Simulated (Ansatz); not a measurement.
# Zr (P6_3/mmc) in Ansatz: further runs, part 2 of 2

Ansatz 0.2.0.

**5. Band structure, PBE**

File input.yaml:

```yaml
crystal:
  lattice:
    - [3.232, 0.0, 0.0]
    - [-1.616, 2.798994105, 0.0]
    - [0.0, 0.0, 5.147]
  atoms:
    - { symbol: Zr, position: [0.6666666667, 0.3333333333, 0.75] }
    - { symbol: Zr, position: [0.3333333333, 0.6666666667, 0.25] }
kpoints:
  mp_grid: { grid: [9, 9, 5] }
  band_path:
    path:
      - [0.0, 0.0, 0.0]
      - [0.5, 0.0, 0.0]
      - [0.3333333333, 0.3333333333, 0.0]
      - [0.0, 0.0, 0.0]
      - [0.0, 0.0, 0.5]
      - [0.5, 0.0, 0.5]
      - [0.3333333333, 0.3333333333, 0.5]
      - [0.0, 0.0, 0.5]
    npoints: 6
scf:
  occupations: { method: fermi_dirac, width: 0.05 }
hamiltonian:
  xc: pbe
  pseudopotentials:
    kind: all_electron
    lapw: { basis_error: 0.001 }
    nuclear_model: point
output:
  forces: true
  stress: true
  eigenvalues: true
```

Potentials or basis: all-electron LAPW, point nuclei.

Command:

```sh
> ansatz run input.yaml --threads 1 --pin off --max-ram 3072MiB --backend cpu --events-out ev --progress --plain --runs-dir out
```

What it wrote:

```text
Warning: RAYON_NUM_THREADS=1 ignored (pool sized by the plan → 1); use --threads N
LAPW: plane waves up to 6.756 Å⁻¹, error target 1.0e-3 eV per atom; small_component_spin mean_spin; Zr in spheres of 1.589 Å, 22 of its electrons in bands, Dirac shells [] (how accurate: hamiltonian.pseudopotentials.lapw.basis_error, Limitations)
Engine: ansatz 0.2.0, aarch64-unknown-linux-gnu
Pseudopotentials: kind: all_electron
Pseudopotential: Zr, LAPW, valence charge 22, lapw/all_electron/scalar/Zr, Koelling and Harmon's equation, point nucleus
Functional definition: PBE
  parameter kappa = 0.804
  parameter beta = 0.06672455060314922
[... 45 lines left out ...]
  atom   2  Zr     0.00000000     0.00000000     0.00000000
  max |Σ_I F_I| component: 1.85e-17 eV/Å
--- Stress (GPa, compression-positive) ---
        0.205393       0.000000       0.000000
        0.000000       0.205393       0.000000
        0.000000       0.000000       1.086379
  P = ⅓ Tr σ = 0.4991 GPa (4.991 kbar)
--- Band table (eV; the first three rows and the last of 36) ---
  k-point 0: bands = ["-152.9811", "-152.9811", "-152.9811", "-152.9811", "-152.9794", "-152.9794", "-152.9563", "-152.9563", "-152.9563", "-152.9563", "-33.0535", "-32.8985", "-11.5826", "-10.7132", "-10.7132", "-10.5748", "-10.5715", "-10.5715", "10.1242", "12.7442", "16.6338", "16.6338", "16.7849", "16.9453", "17.3269", "17.3269", "17.9068"]
  k-point 1: bands = ["-152.9811", "-152.9811", "-152.9811", "-152.9811", "-152.9794", "-152.9794", "-152.9563", "-152.9563", "-152.9563", "-152.9563", "-33.0389", "-32.9136", "-11.4921", "-10.6998", "-10.6998", "-10.6775", "-10.5851", "-10.5851", "10.4536", "12.7038", "16.4010", "16.4969", "16.4969", "16.5349", "17.0952", "17.0952", "18.3733"]
  k-point 2: bands = ["-152.9811", "-152.9811", "-152.9811", "-152.9811", "-152.9794", "-152.9794", "-152.9563", "-152.9563", "-152.9563", "-152.9563", "-33.0006", "-32.9527", "-11.2500", "-10.9393", "-10.6646", "-10.6646", "-10.6208", "-10.6208", "11.3192", "12.2797", "15.7955", "16.0085", "16.4533", "16.4533", "16.6894", "16.6894", "19.2832"]
  k-point 35: bands = ["-152.9811", "-152.9811", "-152.9811", "-152.9811", "-152.9794", "-152.9794", "-152.9563", "-152.9563", "-152.9563", "-152.9563", "-32.8813", "-32.8813", "-11.3369", "-11.3369", "-11.1661", "-11.0666", "-10.7483", "-10.7483", "14.3067", "14.3442", "14.3442", "14.6139", "15.7609", "15.7609", "17.5878", "18.2235", "20.1717"]
```

It took 9.1 s on 1 thread of Arm Neoverse V2, shared host; peak memory 0.29 GiB.

Results:

| Item | Value |
| --- | --- |
| Free energy | -195856.5532 eV |
| Pressure | 0.5 GPa |
| Band gap along the path | none (metal or under the smearing width) |

Levels at the corners of the path, in eV from the Fermi level:
```
point  band 19  band 20  band 21  band 22  band 23  band 24  band 25  band 26
    Γ    -5.66    -3.04     0.85     0.85     1.00     1.16     1.54     1.54
    M    -2.58    -2.52    -2.15    -0.23     0.52     0.77     1.45     4.88
    K    -2.11    -1.37    -1.37    -1.15     0.25     0.25     1.79     4.29
    Γ    -5.66    -3.04     0.85     0.85     1.00     1.16     1.54     1.54
    A    -3.95    -3.95     0.03     0.03     0.75     0.75     0.75     0.75
    L    -2.88    -2.88    -1.07    -1.07     1.61     1.61     2.19     2.19
    H    -1.45    -1.45    -1.29    -1.29    -0.05    -0.05     2.02     2.02
    A    -3.95    -3.95     0.03     0.03     0.75     0.75     0.75     0.75
```

**6. Band structure, PBE**

input.yaml: that of step 5 with these lines changed.

```diff
@@ -28,3 +28,3 @@
     lapw: { basis_error: 0.001 }
-    nuclear_model: point
+    dirac_shells: { Zr: ["3p", "3d"] }
 output:
```

Potentials or basis: all-electron LAPW, inner shells corrected to Dirac's equation.

Command:

```sh
> ansatz run input.yaml --threads 1 --pin off --max-ram 3072MiB --backend cpu --events-out ev --progress --plain --runs-dir out
```

It took 9.2 s on 1 thread of Arm Neoverse V2, shared host; peak memory 0.29 GiB.

It converged, with:

- Free energy: -195877.0231 eV
- Pressure: 0.5 GPa
- Band gap along the path: none (metal or under the smearing width)

Stress tensor (GPa, compression positive):
```
0.21 0.00 0.00
0.00 0.21 0.00
0.00 0.00 1.09
```

Levels at the corners of the path, in eV from the Fermi level:
```csv
point,band 20,band 21,band 22,band 23,band 24,band 25
Γ,-3.04,0.85,0.85,1.00,1.16,1.54
M,-2.52,-2.15,-0.23,0.52,0.77,1.45
K,-1.37,-1.37,-1.15,0.25,0.25,1.79
Γ,-3.04,0.85,0.85,1.00,1.16,1.54
A,-3.95,0.03,0.03,0.75,0.75,0.75
L,-2.88,-1.07,-1.07,1.61,1.61,2.19
H,-1.45,-1.29,-1.29,-0.05,-0.05,2.02
A,-3.95,0.03,0.03,0.75,0.75,0.75
```

**7. The runs side by side**

| potentials or basis | cutoff (eV) | basis error allowed | pressure (GPa) |
| --- | --- | --- | --- |
| all-electron LAPW, scalar-relativistic | 174 | 0.001 eV/atom | 0.5 |
| all-electron LAPW, non-relativistic | 175 | 0.001 eV/atom | 0.6 |
| all-electron PAW datasets made for the crystal | 240 | - | 0.5 |
| all-electron LAPW, point nuclei | 174 | 0.001 eV/atom | 0.5 |
| all-electron LAPW, inner shells corrected to Dirac's equation | 174 | 0.001 eV/atom | 0.5 |

Alike in all rows: task band structure; level PBE; no spin polarisation; cell as given; k mesh 9 × 9 × 5; smearing fermi-dirac 0.05 eV.

Caveats: relativity is left out, which matters for the heavier elements (some runs).

Compare energies only between runs with the same functional and basis.
